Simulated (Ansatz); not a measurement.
Crystal: Ni.

```xyz
1
Lattice="0.0000 1.7376 1.7376 1.7376 0.0000 1.7376 1.7376 1.7376 0.0000" Properties=species:S:1:pos:R:3 pbc="T T T"
Ni    0.0000    0.0000    0.0000
```

```yaml
Program: Ansatz 0.2.0
Task: relaxation of cell and atoms
Functional: revPBE
Potentials_or_basis: Ansatz PAW
Cutoff: "420 eV (not typed: the program's choice for these potentials)"
k_mesh: 13 × 13 × 13
Occupations: fermi-dirac, width 0.05 eV
Spin: collinear spin, ferromagnetic start
Starting_moments: "[1.0] μB"
```

At the start: volume 10.49 Å³/atom.

Where does the relaxation end?

It ends after 5 steps and the volume is 11.11 Å³/atom (+5.9 %); space group Fm-3m (No. 225, to 0.05 Å); moment 0.64 μB per cell.

Step by step:
```csv
step,energy change (eV),largest force (eV/Å),volume (Å³)
1,0.0000,0.0000,10.49
2,-0.0160,0.0000,10.77
3,-0.0222,0.0000,11.08
4,-0.0223,0.0000,11.11
5,-0.0225,0.0000,11.11
```

Final structure:
```
CELL_PARAMETERS angstrom
0.00000 1.77128 1.77128
1.77128 0.00000 1.77128
1.77128 1.77128 0.00000
ATOMIC_POSITIONS crystal
Ni 0.00000 0.00000 0.00000
```

Caveat: the plane-wave basis is chosen anew once the cell has moved, so the energies of steps on either side of that aren't comparable; the PAW data sets come from PBE, with cores solved anew for the run's functional, which leaves a small shift of forces and pressure.
